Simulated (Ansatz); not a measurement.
Crystal: Fe.

```
Fe
1.0
     0.00000    1.94174    1.96511
     1.49844    0.00000    1.96511
     1.49844    1.94174    0.00000
Fe
1
Direct
  0.00000 0.00000 0.00000
```

Base run:

| Quantity | Value |
| --- | --- |
| Program | Ansatz 0.2.0 |
| Functional | PBE |
| Potentials or basis | all-electron LAPW, scalar-relativistic |
| Cutoff | 316 eV (chosen from the basis error) |
| Basis error allowed | 0.001 eV/atom |
| k mesh | 13 × 13 × 13 |
| Occupations | fermi-dirac, width 0.05 eV |
| Spin | collinear spin, ferromagnetic start |
| Starting moments | [3.0] μB |

Its results: pressure -1.3 GPa; net moment 2.16 μB per cell; site moments Fe +2.22 μB.

Question: The run is repeated on the same cell with these changes: functional from PBE to LDA. What comes out?

Answer: Pressure -18.8 GPa; net moment 2.14 μB per cell; site moments Fe +2.17 μB.

LDA binds more tightly than PBE, so the same cell stands under less pressure.
